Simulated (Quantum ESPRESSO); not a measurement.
## CdSe under changes of volume

One of the cells (28.942 Å³/atom); the others are scaled copies at fixed shape and fractional positions:

```
Cd Se
1.0
     0.00000    3.07027    3.07027
     3.07027    0.00000    3.07027
     3.07027    3.07027    0.00000
Cd Se
1 1
Direct
  0.00000 0.00000 0.00000
  0.25000 0.25000 0.25000
```

Measurements of this composition are mostly on another form, of space group No. 186.

| Quantity | Value |
| --- | --- |
| Program | Quantum ESPRESSO 7.5 |
| Functional | r2SCAN |
| Potentials or basis | SG15 PBE 1.2 |
| Cutoff | 952 eV |
| Density cutoff | 3810 eV |
| k mesh | 6 × 6 × 6 |
| Occupations | fermi-dirac, width 0.05 eV |
| Spin | no spin polarisation |

| volume (Å³/atom) | energy over the lowest point (meV/atom) | pressure (GPa) | gap on the mesh (eV) |
| --- | --- | --- | --- |
| 27.206 | ? | ? | ? |
| 27.784 | 7.68 | 2.2 | 0.93 |
| 28.363 | 1.77 | 1.0 | 0.88 |
| 28.942 | 0.00 | 0.0 | 0.84 |
| 29.521 | 1.93 | -1.0 | 0.79 |
| 30.100 | 7.17 | -1.9 | 0.75 |
| 30.679 | 15.37 | -2.7 | 0.71 |

What does the run at 27.206 Å³/atom give?

Energy over the lowest point 18.24 meV/atom; pressure 3.6 GPa; gap on the mesh 0.97 eV.

Worked out: A Birch-Murnaghan fit of order 3 (a polynomial in V^(-2/3)) to the other rows has its minimum at 28.92 Å³/atom with B0 = V·E''(V) = 51 GPa and B' = 4.6. It gives 18.20 meV/atom at 27.206 Å³/atom, against the run's 18.24, and -dE/dV = 3.6 GPa, against 3.6. A straight line through the other rows of the gap, of slope -2.22 eV per unit of ln V (its deformation potential), extrapolates to 0.97 eV, against the run's 0.97.

Energies are extrapolated to zero smearing.

Caveats: the potentials were made for another functional, which shifts forces and pressure.

Spin-orbit coupling on Cd, Se is left out.
